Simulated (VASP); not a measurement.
# VASP 6.6.1 run: HgTe

INCAR

```
IBRION = -1
NELM = 120
SIGMA = 0.02
PREC = Accurate
ISYM = 1
NBANDS = 16
LCHARG = .FALSE.
ISMEAR = -1
METAGGA = RSCAN
LWAVE = .FALSE.
ENCUT = 520
NSW = 0
LREAL = .FALSE.
ISIF = 2
EDIFF = 1E-7
LASPH = .TRUE.
```

KPOINTS

```
KPOINTS created by Atomic Simulation Environment
0
Gamma
6 6 6
0 0 0
```

POSCAR

```
Hg Te
 1.0000000000000000
     0.0000000000000000    3.1575915708000002    3.1575915708000002
     3.1575915708000002    0.0000000000000000    3.1575915708000002
     3.1575915708000002    3.1575915708000002    0.0000000000000000
 Hg  Te
   1   1
Cartesian
  0.0000000000000000  0.0000000000000000  0.0000000000000000
  1.5787957854000001  1.5787957854000001  1.5787957854000001
```

The recommended PBE PAW datasets give the neutral cell 18 valence electrons.

Command

```
mpirun -np 1 vasp_std
```

Task: How does this run end, and what does it give?

Result: It converged. Results: gap between bands v and c on the k mesh 0.00 eV; least direct gap on the k mesh 0.00 eV; pressure 6.9 GPa. Band v is the last that the valence electrons fill when counted band by band, and c is the next.

OSZICAR

```
N       E                     dE             d eps       ncg     rms          rms(c)
DAV:   1    -0.273048237362E+02   -0.27305E+02   -0.81158E+03   512   0.990E+02
DAV:   2    -0.138215578068E+03   -0.11091E+03   -0.10319E+03   592   0.238E+02
DAV:   3    -0.141812467192E+03   -0.35969E+01   -0.35903E+01   624   0.448E+01
DAV:   4    -0.141839838445E+03   -0.27371E-01   -0.27369E-01   736   0.366E+00
DAV:   5    -0.141840116550E+03   -0.27811E-03   -0.27810E-03   664   0.285E-01    0.854E+00
DAV:   6    -0.137073005716E+03    0.47671E+01   -0.23486E+00   584   0.198E+01    0.937E+00
DAV:   7    -0.137066639557E+03    0.63662E-02   -0.10515E-01   632   0.320E+00    0.602E+00
DAV:   8    -0.137069883022E+03   -0.32435E-02   -0.41132E-02   584   0.212E+00    0.112E+00
DAV:   9    -0.137070909953E+03   -0.10269E-02   -0.29700E-03   648   0.493E-01    0.263E-01
DAV:  10    -0.137070684106E+03    0.22585E-03   -0.10313E-03   632   0.366E-01    0.580E-02
DAV:  11    -0.137070689000E+03   -0.48938E-05   -0.10383E-04   640   0.801E-02    0.343E-02
DAV:  12    -0.137070690686E+03   -0.16867E-05   -0.98519E-06   696   0.288E-02    0.981E-03
DAV:  13    -0.137070690437E+03    0.24908E-06   -0.19330E-06   576   0.122E-02    0.134E-02
DAV:  14    -0.137070690423E+03    0.13923E-07   -0.85932E-07   592   0.127E-02
   1 F= -.13707069E+03 E0= -.13707051E+03  d E =-.353640E-03
```

For comparison, a separate PBE run of the intended cell, on usual settings and not on those above, gives a gap of 0.00 eV on its mesh and a pressure of 8.1 GPa.
